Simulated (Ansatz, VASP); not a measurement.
## Mg in VASP and in Ansatz

```
Mg
1.0
    -1.79186    1.79186    1.79186
     1.79186   -1.79186    1.79186
     1.79186    1.79186   -1.79186
Mg
1
Direct
  0.00000 0.00000 0.00000
```

Alike in both runs: functional PBE; k mesh 13 × 13 × 13; occupations fermi-dirac, width 0.05 eV; no spin polarisation.

Ansatz relaxed the structure, and its values are those at the end. VASP's run is a single point on that final structure, the one shown.

|  | VASP | Ansatz |
| --- | --- | --- |
| version | VASP 6.6.1 | Ansatz 0.2.0 |
| potentials or method | VASP PAW PBE potentials, release 64 (Mg) | PAW with Ansatz's default frozen-core files, scalar-relativistic |
| plane-wave cutoff (eV) | 520 | 420 |
| valence electrons in the cell | 2 | 10 |

|  | VASP | Ansatz | Ansatz less VASP |
| --- | --- | --- | --- |
| pressure (GPa) | -0.1 | 0.0 | +0.12 |

The functional is the same, so the differences come from potentials, cutoffs and numerics. The two sets of potentials don't hold the same shells in valence.
